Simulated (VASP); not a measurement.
# Li (Fd-3m) in VASP: notebook, part 2 of 4

VASP 6.6.1.

**3. Single point, PBEsol**

Contents of INCAR:

```
ALGO = Normal
EDIFF = 1E-6
ENCUT = 520
GGA = PS
ISIF = 2
ISMEAR = -1
LASPH = True
LCHARG = False
LREAL = False
LWAVE = False
NBANDS = 10
NELM = 80
PREC = Accurate
SIGMA = 0.1
```

Contents of KPOINTS:

```
k-points
0
Gamma
  10 10 10
```

Contents of POSCAR:

```
Li
1.0
    0.0000000000      2.9476107393      2.9476107393
    2.9476107393      0.0000000000      2.9476107393
    2.9476107393      2.9476107393      0.0000000000
Li
2
Direct
    0.1250000000      0.1250000000      0.1250000000
    0.8750000000      0.8750000000      0.8750000000
```

Potentials or basis: VASP PAW PBE potentials, release 64 (Li_sv).

Command:

```bash
$ cat potpaw_PBE.64/Li_sv/POTCAR > POTCAR
$ mpirun -np 1 vasp_std > vasp.out
```

OUTCAR:

```text
EDIFF = 1E-6
   ENCUT = 520
   GGA = PS
   ISIF = 2
   ISMEAR = -1
   LASPH = True
   LREAL = False
   NELM = 80
   PREC = Accurate

 ion  position               nearest neighbor table
   1  0.125  0.125  0.125-   2 2.55   2 2.55   2 2.55   2 2.55
   2  0.875  0.875  0.875-   1 2.55   1 2.55   1 2.55   1 2.55

  LATTYP: Found a face centered cubic cell.
 ALAT       =     5.8952214786

  Lattice vectors:

 A1 = (   0.0000000000,   2.9476107393,   2.9476107393)
 A2 = (   2.9476107393,   0.0000000000,   2.9476107393)
 A3 = (   2.9476107393,   2.9476107393,   0.0000000000)

Analysis of symmetry for initial positions (statically):
=====================================================================
 Subroutine PRICEL returns:
 Original cell was already a primitive cell.

 Routine SETGRP: Setting up the symmetry group for a
 face centered cubic supercell.

 Subroutine GETGRP returns: Found 48 space group operations
 (whereof 12 operations were pure point group operations)
 out of a pool of 48 trial point group operations.

The static configuration has the point symmetry D_3d.
 The point group associated with its full space group is O_h .

Analysis of symmetry for dynamics (positions and initial velocities):
=====================================================================
 Subroutine PRICEL returns:
 Original cell was already a primitive cell.

 Routine SETGRP: Setting up the symmetry group for a
 face centered cubic supercell.

 Subroutine GETGRP returns: Found 48 space group operations
 (whereof 12 operations were pure point group operations)
 out of a pool of 48 trial point group operations.

The dynamic configuration has the point symmetry D_3d.
 The point group associated with its full space group is O_h .

 Subroutine INISYM returns: Found 48 space group operations
 (whereof 12 operations are pure point group operations),
 and found     1 'primitive' translations

----------------------------------------------------------------------------------------

                                     Primitive cell

  volume of cell :      51.2201

  direct lattice vectors                    reciprocal lattice vectors
     0.000000000  2.947610739  2.947610739    -0.169628911  0.169628911  0.169628911
     2.947610739  0.000000000  2.947610739     0.169628911 -0.169628911  0.169628911
     2.947610739  2.947610739  0.000000000     0.169628911  0.169628911 -0.169628911

  length of vectors
     4.168551084  4.168551084  4.168551084     0.293805892  0.293805892  0.293805892

  position of ions in fractional coordinates (direct lattice)
     0.125000000  0.125000000  0.125000000
     0.875000000  0.875000000  0.875000000

  ion indices of the primitive-cell ions
   primitive index   ion index
                 1           1
                 2           2

----------------------------------------------------------------------------------------

 KPOINTS: k-points

Automatic generation of k-mesh.
 Grid dimensions read from file:
[... 22 lines left out ...]
  0.000000  0.000000  0.000000      1.000000
  0.100000  0.000000  0.000000      8.000000
  0.200000  0.000000  0.000000      8.000000
  0.300000  0.000000  0.000000      8.000000
  0.400000  0.000000  0.000000      8.000000
  0.500000  0.000000  0.000000      4.000000
[... 16 lines left out ...]
  0.300000  0.300000  0.000000      6.000000
  0.400000  0.300000  0.000000     24.000000
 [... further k-points ...]
   k-points           NKPTS =     47   k-points in BZ     NKDIM =     47   number of bands    NBANDS=     10
   number of dos      NEDOS =    301   number of ions     NIONS =      2
   total plane-waves  NPLWV =  32768
   dimension x,y,z NGX =    32 NGY =   32 NGZ =   32
   dimension x,y,z NGXF=    64 NGYF=   64 NGZF=   64
   ions per type =               2
   NGX,Y,Z   is equivalent  to a cutoff of  12.76, 12.76, 12.76 a.u.
   NGXF,Y,Z  is equivalent  to a cutoff of  25.52, 25.52, 25.52 a.u.
 SYSTEM =  unknown system
   PREC   = accura    normal or accurate (medium, high low for compatibility)
   ISTART =      0    job   : 0-new  1-cont  2-samecut
   ICHARG =      2    charge: 1-file 2-atom 10-const
   ISPIN  =      1    spin polarized calculation?
   LNONCOLLINEAR =      F non collinear calculations
   LSORBIT =      F    spin-orbit coupling
   LASPH  =      T    aspherical Exc in radial PAW
   ENCUT  =  520.0 eV  38.22 Ry    6.18 a.u.   7.75  7.75  7.75*2*pi/ulx,y,z
   NELM   =     80;   NELMIN=  2; NELMDL= -5     # of ELM steps
   EDIFF  = 0.1E-05   stopping-criterion for ELM
   LREAL  =      F    real-space projection
   EDIFFG = 0.1E-04   stopping-criterion for IOM
   NSW    =      0    number of steps for IOM
   IBRION =     -1    ionic relax: 0-MD 1-quasi-New 2-CG
   NFREE  =      0    steps in history (QN), initial steepest desc. (CG)
   ISIF   =      2    stress and relaxation
   ISYM   =      2    0-nonsym 1-usesym 2-fastsym
   POTIM  = 0.5000    time-step for ionic-motion
   TEBEG  =    0.0;   TEEND  =   0.0 temperature during run
   PSTRESS=    0.0 pullay stress
   NELECT =       6.0000    total number of electrons
   NUPDOWN=      -1.0000    fix difference up-down
   EMIN   =  10.00;   EMAX   =-10.00  energy-range for DOS
   EFERMI =   0.00;   METHOD = LEGACY
   ISMEAR =    -1;   SIGMA  =   0.10  broadening in eV -4-tet -1-fermi 0-gaus
   EFERMI_NEDOS =   21; number of points for ismear=-14 and -15
   IALGO  =     38    algorithm
   IMIX   =      4    mixing-type and parameters
     AMIX     =   0.40;   BMIX     =  1.00
     AMIX_MAG =   1.60;   BMIX_MAG =  1.00
  volume/ion in A,a.u.               =      25.61       172.83
  Fermi-wavevector in a.u.,A,eV,Ry     =   0.801023  1.513714  8.730018  0.641638
  Thomas-Fermi vector in A             =   1.908431
   LORBIT       =      0    0 simple, 1 ext, 2 COOP (PROOUT), +10 PAW based schemes
   GGA     = PS    functional components
   LHFCALC =     F    Hartree Fock is set to
   AEXX    =    0.0000 exact exchange contribution
   IVDW    =     0    specifies the selected vdW correction
   LEPSILON=     F    determine dielectric tensor
   LRPA    =     F    only Hartree local field effects (RPA)
 non-spin polarized calculation
  energy-cutoff  :      520.00
  volume of cell :       51.22
 maximum number of plane-waves:      1411
   NGX = 15   NGY = 15   NGZ = 15

 number of electron       6.0000015 magnetization

 Free energy of the ion-electron system (eV)
  ---------------------------------------------------
  ext. energy  EPLUGINS =         0.00000000
  ---------------------------------------------------
  free energy    TOTEN  =        -2.91117398 eV

  energy without entropy =       -2.88460955  energy(sigma->0) =       -2.89789177

 E-fermi :   0.1893     XC(G=0):  -6.4572

 val. band max:        0.1738577986   @ k =  -0.3000   0.4000   0.2000
 cond. band min:       0.2811444594   @ k =   0.5000   0.5000   0.0000
 fundamental gap:      0.1072866608
 Fermi energy:         0.1893257367

 k-point     1 :       0.0000    0.0000    0.0000
  band No.  band energies     occupation
      1     -46.9857      2.00000
      2     -46.9055      2.00000
      3      -3.1568      2.00000
      4       5.7740      0.00000
      5       5.7740      0.00000
      6       5.7740      0.00000
      7       6.8814      0.00000
      8       6.8814      0.00000
      9       6.8814      0.00000
     10      11.5621      0.00000
[... 287 lines left out ...]
 k-point    24 :       0.4000    0.3000    0.0000
  band No.  band energies     occupation
      1     -46.9630      2.00000
      2     -46.9275      2.00000
      3      -1.4230      2.00000
      4       2.3248      0.00000
      5       2.6645      0.00000
      6       2.8493      0.00000
      7       6.0933      0.00000
      8       6.6515      0.00000
      9      11.2483      0.00000
     10      11.7427      0.00000

 [... further k-points ...]

------------------------ aborting loop because EDIFF is reached ----------------------------------------

  FORCE on cell =-STRESS in cart. coord.  units (eV):
  Direction    XX          YY          ZZ          XY          YZ          ZX
  --------------------------------------------------------------------------------------
  -------------------------------------------------------------------------------------
  Total       -0.0292957     -0.0292957     -0.0292957      0.0000000      0.0000000      0.0000000
  in kB       -0.9163781     -0.9163781     -0.9163781      0.0000000      0.0000000      0.0000000
  external PRESSURE =      -0.9163781 kB  Pullay stress =       0.0000000 kB

 VOLUME and BASIS-vectors are now :
 -----------------------------------------------------------------------------
  energy-cutoff  :      520.00
  volume of cell :       51.22
      direct lattice vectors                 reciprocal lattice vectors
     0.000000000  2.947610739  2.947610739    -0.169628911  0.169628911  0.169628911
     2.947610739  0.000000000  2.947610739     0.169628911 -0.169628911  0.169628911
     2.947610739  2.947610739  0.000000000     0.169628911  0.169628911 -0.169628911

 POSITION                                       TOTAL-FORCE (eV/Angst)
 -----------------------------------------------------------------------------------
      0.73690      0.73690      0.73690         0.000000      0.000000      0.000000
      5.15832      5.15832      5.15832        -0.000000     -0.000000     -0.000000
 -----------------------------------------------------------------------------------
    total drift:                                0.000000      0.000000      0.000000

  FREE ENERGIE OF THE ION-ELECTRON SYSTEM (eV)
  ---------------------------------------------------
  free  energy   TOTEN  =        -2.9111739834 eV

  energy  without entropy=       -2.8846095479  energy(sigma->0) =       -2.89789177
```

OSZICAR:

```text
N       E                     dE             d eps       ncg     rms          rms(c)
DAV:   1     0.166563658984E+02    0.16656E+02   -0.31950E+03   940   0.543E+02
DAV:   2     0.496806737185E+00   -0.16160E+02   -0.15928E+02  1138   0.104E+02
DAV:   3    -0.286445711634E+01   -0.33613E+01   -0.33250E+01  1698   0.319E+01
DAV:   4    -0.291995176022E+01   -0.55495E-01   -0.55463E-01  1178   0.567E+00
DAV:   5    -0.292101834524E+01   -0.10666E-02   -0.10666E-02  1364   0.702E-01    0.549E-01
DAV:   6    -0.291456021743E+01    0.64581E-02   -0.24055E-03  1564   0.208E-01    0.297E-01
DAV:   7    -0.291109721540E+01    0.34630E-02   -0.53632E-03  1480   0.327E-01    0.640E-02
DAV:   8    -0.291117949553E+01   -0.82280E-04   -0.10433E-03  1260   0.165E-01    0.242E-02
DAV:   9    -0.291117438485E+01    0.51107E-05   -0.11181E-05  1350   0.239E-02    0.192E-03
DAV:  10    -0.291117398340E+01    0.40145E-06   -0.10562E-06   872   0.960E-03
   1 F= -.29111740E+01 E0= -.28978918E+01  d E =-.265644E-01
```

stdout:

```text
POSCAR found type information on POSCAR Li
 POSCAR found :  1 types and       2 ions
 scaLAPACK will be used
 -----------------------------------------------------------------------------
|                                                                             |
|                                                                             |
|     You enforced a specific xc type in the INCAR file but a different       |
|     I HOPE YOU KNOW WHAT YOU ARE DOING!                                     |
|                                                                             |
 -----------------------------------------------------------------------------

 LDA part: xc-table for (Slater+PW92), standard interpolation
 POSCAR, INCAR and KPOINTS ok, starting setup
 FFT: planning ... GRIDC
 FFT: planning ... GRID_SOFT
 FFT: planning ... GRID
 WAVECAR not read
 entering main loop
```

Wall time 10 s (1 thread of Intel Xeon 6975P-C (Granite Rapids), shared host); peak memory 0.16 GiB.

Results:

```
Free energy            : -2.9112 eV
Band gap on the k mesh : none (metal or under the smearing width)
```

Levels at points of the mesh, in eV from the Fermi level:
```
           k point  band 1  band 2  band 3  band 4  band 5  band 6
(0.00, 0.00, 0.00)  -47.18  -47.09   -3.35    5.58    5.58    5.58
(0.50, 0.00, 0.00)  -47.15  -47.11   -1.22   -0.31    4.22    4.22
(0.50, 0.50, 0.00)  -47.13  -47.13    0.09    0.09    2.23    2.23
```

Caveat: the cutoff is under 1.25 times the usual one of these potentials, so pressure, stress and relaxed cells hold a basis-set (Pulay) error; the PAW data sets were made with another functional, which shifts forces and pressure a little.

**4. Single point, PBEsol**

Contents of INCAR:

```
SYSTEM = Li
PREC = Accurate
ENCUT = 520
EDIFF = 1E-7
ISMEAR = -1
SIGMA = 0.1
LREAL = .FALSE.
LASPH = .TRUE.
NELM = 80
ALGO = Fast
ISIF = 2
LWAVE = .FALSE.
LCHARG = .FALSE.
GGA = PS
NBANDS = 10
```

Contents of KPOINTS:

```
Automatic mesh
0
G
  9 9 9
  0 0 0
```

POSCAR is that of step 3.

Command:

```bash
$ cat potpaw_PBE.64/Li_sv/POTCAR > POTCAR
$ mpirun -np 1 vasp_std > vasp.out
```

Run time: 16 s. Hardware: 1 thread of Intel Xeon 6975P-C (Granite Rapids), shared host; peak memory 0.15 GiB.

It converged, with:

```yaml
Free_energy: -2.9119 eV
Band_gap_on_the_k_mesh: none (metal or under the smearing width)
```

Levels at points of the mesh, in eV from the Fermi level:
| k point | band 1 | band 2 | band 3 | band 4 | band 5 | band 6 | band 7 | band 8 |
| --- | --- | --- | --- | --- | --- | --- | --- | --- |
| (0.00, 0.00, 0.00) | -47.18 | -47.10 | -3.36 | 5.57 | 5.57 | 5.57 | 6.68 | 6.68 |

Caveat: the cutoff is under 1.25 times the usual one of these potentials, so pressure, stress and relaxed cells hold a basis-set (Pulay) error; the PAW data sets were made with another functional, which shifts forces and pressure a little.

(Continued in part 3 of 4.)
